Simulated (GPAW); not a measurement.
# ZnS (Wurtzite-2H) (P6_3mc) in GPAW: a series of runs

Runs on ZnS (Wurtzite-2H). Level: PBE. Tasks: band structure.

Everything below comes from runs of GPAW 26.7.0. Logs are shortened: lines on timing, memory, paths and dates and some standing lists are left out, and cuts for length are marked. The log counts tension as positive stress, the text compression.

**What was measured.**

A printed reference work, monograph reports, for a bulk crystal of ZnS at 4 K: band gap 3.911 eV (direct).

How close the calculation comes is told below.

## (1) The crystal as given

Symmetry: P6_3mc, No. 186, hexagonal system. Conventional cell: a = 3.811 Å, b = 3.811 Å, c = 6.234 Å, α = 90.00°, β = 90.00°, γ = 120.00°. Zn (site symmetry 3m) has 4 S at 2.31 to 2.40 Å as nearest neighbours. Around S (site symmetry 3m) lie 4 Zn at 2.31 to 2.40 Å.

## (2) Band structure, PBE

Input file run.py:

```python
from ase.dft.bandgap import bandgap
from ase.io import read, write
from gpaw import GPAW

atoms = read('ZnS.cif')

calc = GPAW(mode='lcao',
            h=0.16,
            basis='dzp',
            xc='PBE',
            kpts={'size': (6, 6, 3), 'gamma': True},
            occupations={'name': 'fermi-dirac', 'width': 0.05},
            convergence={'density': 1e-05, 'energy': 1e-05},
            maxiter=150,
            txt='gpaw.txt')
atoms.calc = calc
energy = atoms.get_potential_energy()
forces = atoms.get_forces()
calc.write('gs.gpw')
write('result.traj', atoms)
print(f'Energy: {energy:.6f} eV')
print('Forces (eV/A):')
print(forces.round(4))
print('Fermi level:', round(calc.get_fermi_level(), 4), 'eV')
print(f'Gap: {bandgap(calc)[0]:.4f} eV, direct: {bandgap(calc, direct=True)[0]:.4f} eV')

path = atoms.cell.bandpath('GMKGALHA,LM,KH', npoints=80, eps=1e-4)
bs_calc = calc.fixed_density(kpts=path, symmetry='off', txt='bands.txt')
bs = bs_calc.band_structure()
bs.write('bs.json')
print(f'Gap on the path: {bandgap(bs_calc)[0]:.4f} eV')
```

Input file ZnS.cif:

```cif
data_ZnS
_cell_length_a 3.81100000
_cell_length_b 3.81100000
_cell_length_c 6.23400000
_cell_angle_alpha 90.00000000
_cell_angle_beta 90.00000000
_cell_angle_gamma 120.00000000
_space_group_name_H-M_alt 'P1'
_space_group_name_Hall 'P 1'
_space_group_IT_number 1
loop_
_space_group_symop_operation_xyz
'x,y,z'
loop_
_atom_site_label
_atom_site_type_symbol
_atom_site_symmetry_multiplicity
_atom_site_Wyckoff_symbol
_atom_site_fract_x
_atom_site_fract_y
_atom_site_fract_z
_atom_site_occupancy
Zn1 Zn 1 a 0.6666666667 0.3333333333 0.5000000000 1
Zn2 Zn 1 a 0.3333333333 0.6666666667 0.0000000000 1
S1 S 1 a 0.6666666667 0.3333333333 0.8850000000 1
S2 S 1 a 0.3333333333 0.6666666667 0.3850000000 1
```

Potentials or basis: GPAW PAW data sets (gpaw-data 1.2.1), lcao:dzp.

Started as:

```
> OMP_NUM_THREADS=1 python run.py
```

gpaw.txt:

```text
__  _  _
 | _ |_)|_||  |
 |__||  | ||/\| - 26.7.0

Input parameters:
  mode=LCAO(),
  basis={'default': 'dzp'},
  convergence={'density': 1e-05, 'energy': 1e-05},
  h=0.16,
  kpts=MonkhorstPack(size=(6, 6, 3), gamma=True),
  maxiter=150,
  occupations=Occupations(name='fermi-dirac', width=0.05),
  xc=XC(name='PBE')

            S

            Zn
        S

        Zn

Atoms  # Å, Bohr magnetons
|   | symbol |         x |        y |        z |    initial magnetic moments |
|---|--------|-----------|----------|----------|-----------------------------|
| 0 |     Zn |  1.905500 | 1.100141 | 3.117000 | ( 0.0000,  0.0000,  0.0000) |
| 1 |     Zn | -0.000000 | 2.200282 | 0.000000 | ( 0.0000,  0.0000,  0.0000) |
| 2 |      S |  1.905500 | 1.100141 | 5.517090 | ( 0.0000,  0.0000,  0.0000) |
| 3 |      S | -0.000000 | 2.200282 | 2.400090 | ( 0.0000,  0.0000,  0.0000) |

Unit cell  # Å
| periodic |         x |        y |        z |  lengths |     angles |
|----------|-----------|----------|----------|----------|------------|
|      yes |  3.811000 | 0.000000 | 0.000000 | 3.811000 |  90.000000 |
|      yes | -1.905500 | 3.300423 | 0.000000 | 3.811000 |  90.000000 |
|      yes |  0.000000 | 0.000000 | 6.234000 | 6.234000 | 120.000000 |

Number of symmetries: 6
Symmetry operations  # r_c * U_cc + t_c -> r_c
|   | kind |            matrix            |
|---|------|------------------------------|
| 0 |  σ   |  1, 1, 0,  0,-1, 0,  0, 0, 1 |
| 1 |  E   |  1, 0, 0,  0, 1, 0,  0, 0, 1 |
| 2 |  C3  |  0, 1, 0, -1,-1, 0,  0, 0, 1 |
| 3 |  σ   |  0,-1, 0, -1, 0, 0,  0, 0, 1 |
| 4 |  σ   | -1, 0, 0,  1, 1, 0,  0, 0, 1 |
| 5 |  C3  | -1,-1, 0,  1, 0, 0,  0, 0, 1 |

BZ-sampling:
  Number of BZ points: 108
  Number of IBZ points: 17

  Monkhorst-Pack size: [6, 6, 3]
  Monkhorst-Pack shift: [0.08333333333333333, 0.08333333333333333, 0.0]

K-points  # in reciprocal-cell coordinates
|     |                                coordinates |     weight |
|-----|--------------------------------------------|------------|
|   0 | (  0.00000000,   0.00000000,   0.00000000) | 0.00925926 |
|   1 | (  0.00000000,   0.00000000,   0.33333333) | 0.01851852 |
|   2 | (  0.16666667,   0.00000000,  -0.33333333) | 0.05555556 |
|   3 | (  0.16666667,   0.00000000,   0.00000000) | 0.05555556 |
|   4 | (  0.16666667,   0.00000000,   0.33333333) | 0.05555556 |
|   5 | (  0.33333333,  -0.16666667,   0.00000000) | 0.05555556 |
|   6 | (  0.33333333,  -0.16666667,   0.33333333) | 0.11111111 |
|   7 | (  0.33333333,   0.00000000,  -0.33333333) | 0.05555556 |
|   8 | (  0.33333333,   0.00000000,   0.00000000) | 0.05555556 |
|   9 | (  0.33333333,   0.00000000,   0.33333333) | 0.05555556 |
| ... |                                            |            |
|  16 | (  0.50000000,   0.50000000,   0.33333333) | 0.05555556 |

basis functions: 68
Spin-components: 1 (collinear spins)
Bands:           26
Projectors:      22
Spin-degeneracy: 2
Datatype:        <class 'complex'>

Parallelization:
  kpt:    1
  domain: 1
  band:   1

Density:
  Valence electrons: 36.0
  Components: 1
  Grid points: [20 20 40]
  Charge: 0.0  # |e|

Potential:
  Grid points: [20 20 40]

species:
  Zn:
    name:    Zinc
[... 196 lines left out ...]
    |    p |        |      26.095 |    1.270 |
    |    d |        |      17.070 |    1.180 |

    LCAO basis set for Zn:
      Name: dzp
      File: <dir>
      Number of radial functions: 7
      Number of spherical harmonics: 21
        l=0, rc=8.1562 Bohr: 4s-sz confined orbital
        l=1, rc=12.4062 Bohr: 4p-sz confined orbital
        l=2, rc=4.3594 Bohr: 3d-sz confined orbital
        l=0, rc=4.7188 Bohr: 4s-dz split-valence wave
        l=1, rc=7.4844 Bohr: 4p-dz split-valence wave
        l=2, rc=2.8125 Bohr: 3d-dz split-valence wave
        l=1, rc=8.1562 Bohr: p-type Gaussian polarization
      Number of RI-basis functions 0

  S:
    name:    Sulfur
    Z:       16.0
    valence: 6
    core:    10
    charge:  0.0  # [|e|]
    compensation charges:
      type: gauss
      rc: 0.24  # [Å]
      lmax: 2
    cutoffs:
      filter: 1.77  # [Å]
      core: 1.66  # [Å]
    projectors
    | kind |    occ | energy [eV] | rcut [Å] |
    |------|--------|-------------|----------|
    |   3s |  2.000 |     -17.254 |    0.974 |
    |   3p |  4.000 |      -7.008 |    0.979 |
    |    s |        |       9.957 |    0.974 |
    |    p |        |      20.203 |    0.979 |
    |    d |        |       0.000 |    0.900 |

    LCAO basis set for S:
      Name: dzp
      File: <dir>
      Number of radial functions: 5
      Number of spherical harmonics: 13
        l=0, rc=5.5156 Bohr: 3s-sz confined orbital
        l=1, rc=6.9375 Bohr: 3p-sz confined orbital
        l=0, rc=3.0469 Bohr: 3s-dz split-valence wave
        l=1, rc=3.9375 Bohr: 3p-dz split-valence wave
        l=2, rc=6.9375 Bohr: d-type Gaussian polarization
      Number of RI-basis functions 0

Reference energy: -119437.893101  # eV

eigensolver:
  <gpaw.new.lcao.eigensolver.LCAOEigensolver object>
density mixing:
  MSR1-Mixer
  Pratt-step length: 0.05
  Maximum mixing coefficient: 0.75
  Old densities: 10
  SVD Regularization: 0.005
  Good broyden scale: 1.0
  Trust region scale: 1.0
  Backstep threshold: 4.0
  History deletion threshold: 6.0
  Fourier metric: weight=20.0, sigma=0.015

occupation numbers:
  Fermi-Dirac:
    width: 0.0500  # eV

FastPoissonSolver using
    Stencil: 8*3+1=25 point O(h^6) finite-difference Laplacian
    FFT axes: [np.int64(0), np.int64(1), np.int64(2)]
    FST axes: []

xc functional:
  name: PBE with 2 nearest neighbor stencil
interpolation: tri-quintic # 5. degree polynomial

convergence criteria:
- Maximum integral of absolute [dens]ity change: 1e-05 electrons / valence electron
- Maximum [total energy] change in last 3 cyles: 1e-05 eV / valence electron
- Maximum integral of absolute [eigenst]ate change: 4e-08 eV^2 / valence electron
maximum number of iterations: 150

SCF iterations
|iter     | |      energy | eigst |  dens |
|---------|-|-------------|-------|-------|
|iter:   1| |  -13.127135 |      c|       |
|iter:   2| |  -13.049821 |      c| -1.36 |
|iter:   3| |  -12.861008 |      c| -1.39 |
|iter:   4| |  -12.867386 |      c| -1.87 |
|iter:   5| |  -12.866995 |      c| -2.43 |
|iter:   6| |  -12.866993 |      c| -3.60 |
|iter:   7| |  -12.866993c|      c| -4.11 |
|iter:   8| |  -12.866993c|      c| -5.06c|

Converged in 8 steps
Energy contributions relative to reference atoms: (reference = -119437.893101)

Energy contributions:
  Kinetic:          21.605026
  Coulomb:         -17.196189
  Zero:              0.140213
  External:          0.000000
  Xc:              -17.416044
  Entropy:          -0.000000
  Spinorbit:         0.000000
  ----------------------------
  Free energy:     -12.866993
  Extrapolated:    -12.866993

dipole moment: (-0.000000, 0.000000, -7.437056)  # |e|*Ang

Fermi level: 4.941
Eigenvalues  # (at kpt = [0.000, 0.000, 0.000])
| band index |      eig [eV] | occ [0-2] |
|------------|---------------|-----------|
|          0 |        -9.369 |     2.000 |
|        ... |               |           |
|         10 |        -1.936 |     2.000 |
|         11 |        -1.785 |     2.000 |
|         12 |        -1.333 |     2.000 |
|         13 |         2.980 |     2.000 |
|         14 |         2.981 |     2.000 |
|         15 |         3.836 |     2.000 |
[... 8 lines left out ...]
|         24 |        11.667 |     0.000 |
|         25 |        13.233 |     0.000 |

Gap: 2.239 eV
Transition (v -> c):
  (s=0, k=0, n=17, [0.00, 0.00, 0.00]) -> (s=0, k=0, n=18, [0.00, 0.00, 0.00])
No difference between direct/indirect transitions

Forces  # eV/Ang
|       x |        y |        z |
|---------|----------|----------|
| 0.00000 | -0.00000 |  0.33380 |  # Zn   0
| 0.00000 |  0.00000 |  0.33380 |  # Zn   1
| 0.00000 |  0.00000 | -0.34192 |  # S    2
| 0.00000 |  0.00000 | -0.34192 |  # S    3

# Writing to gs.gpw (mode='')
```

Run time: 1.8 min. Hardware: 1 thread of Arm Neoverse V2, shared host; peak memory 0.31 GiB.

Results:

* Free energy: -12.8670 eV
* Largest force: 0.342 eV/Å
* Band gap on the k mesh: 2.24 eV, direct
* Band gap along the path: 2.24 eV, direct

Forces in eV/Å, atoms in the order of the input:
```
Zn   0.000  0.000  0.334
Zn   0.000  0.000  0.334
S    0.000  0.000 -0.342
S    0.000  0.000 -0.342
```

Levels at the corners of the path, in eV from the valence-band top:
| point | band 15 | band 16 | band 17 | band 18 | band 19 | band 20 | band 21 | band 22 |
| --- | --- | --- | --- | --- | --- | --- | --- | --- |
| Γ | -0.87 | -0.01 | -0.01 | 0.00 | 2.24 | 3.03 | 6.39 | 6.39 |
| M | -3.17 | -2.27 | -1.56 | -0.99 | 3.79 | 4.33 | 5.32 | 7.41 |
| K | -3.89 | -2.23 | -2.22 | -2.22 | 4.69 | 6.06 | 6.06 | 8.05 |
| Γ | -0.87 | -0.01 | -0.01 | 0.00 | 2.24 | 3.03 | 6.39 | 6.39 |
| A | -0.46 | -0.46 | -0.46 | -0.46 | 3.53 | 3.53 | 6.87 | 6.87 |
| L | -1.67 | -1.67 | -1.54 | -1.54 | 3.68 | 3.68 | 5.31 | 5.31 |
| H | -3.13 | -3.13 | -1.26 | -1.26 | 4.64 | 4.64 | 6.64 | 6.64 |
| A | -0.46 | -0.46 | -0.46 | -0.46 | 3.53 | 3.53 | 6.87 | 6.87 |
| L | -1.67 | -1.67 | -1.54 | -1.54 | 3.68 | 3.68 | 5.31 | 5.31 |
| M | -3.17 | -2.27 | -1.56 | -0.99 | 3.79 | 4.33 | 5.32 | 7.41 |
| K | -3.89 | -2.23 | -2.22 | -2.22 | 4.69 | 6.06 | 6.06 | 8.05 |
| H | -3.13 | -3.13 | -1.26 | -1.26 | 4.64 | 4.64 | 6.64 | 6.64 |

Caveat: the real-space grid adds noise to forces; the basis of atomic orbitals isn't converged, which shifts pressures, moduli and gaps.

## (3) Band structure, PBE

Edit run.py of step 2 so:

```diff
@@ -8,3 +8,3 @@
             h=0.16,
-            basis='dzp',
+            basis='sz(dzp)',
             xc='PBE',
```

Input file ZnS.cif:

```cif
data_ZnS
_cell_length_a 3.81100000
_cell_length_b 3.81100000
_cell_length_c 6.23400000
_cell_angle_alpha 90.00000000
_cell_angle_beta 90.00000000
_cell_angle_gamma 120.00000000
_space_group_name_H-M_alt 'P6_3mc'
_space_group_name_Hall 'P 6c -2c'
_space_group_IT_number 186
loop_
_space_group_symop_operation_xyz
'x,y,z'
'x-y,x,z+1/2'
'-y,x-y,z'
'-x,-y,z+1/2'
'-x+y,-x,z'
'y,-x+y,z+1/2'
'y,x,z+1/2'
'x,x-y,z'
'x-y,-y,z+1/2'
'-y,-x,z'
'-x,-x+y,z+1/2'
'-x+y,y,z'
loop_
_atom_site_label
_atom_site_type_symbol
_atom_site_symmetry_multiplicity
_atom_site_Wyckoff_symbol
_atom_site_fract_x
_atom_site_fract_y
_atom_site_fract_z
_atom_site_occupancy
Zn1 Zn 2 b 0.6666666667 0.3333333333 0.5000000000 1
S1 S 2 b 0.6666666667 0.3333333333 0.8850000000 1
```

Potentials or basis: GPAW PAW data sets (gpaw-data 1.2.1), lcao:sz(dzp).

Started as:

```
> OMP_NUM_THREADS=1 python run.py
```

It took 46 s on 1 thread of Arm Neoverse V2, shared host; peak memory 0.24 GiB.

The run converged, but some of its settings lie outside the range that counts as converged, so its numbers aren't taken as properties of the crystal.

Results:

- Free energy: -10.7975 eV
- Largest force: 0.418 eV/Å
- Band gap on the k mesh: 2.13 eV, direct
- Band gap along the path: 2.13 eV, direct

Caveat: the real-space grid adds noise to forces; the basis of atomic orbitals isn't converged, which shifts pressures, moduli and gaps.

## (4) Comparison with measurements

Step 2. A measured gap of ZnS is 3.911 eV (direct; 4 K; a printed reference work, monograph); the calculated 2.24 eV misses it by -1.67 eV. The value is that of PBE in an atomic basis (GPAW PAW data sets (gpaw-data 1.2.1), lcao:dzp), whose error adds to the functional's,, without temperature or zero-point motion. Semilocal functionals fall short of measured gaps as a rule.
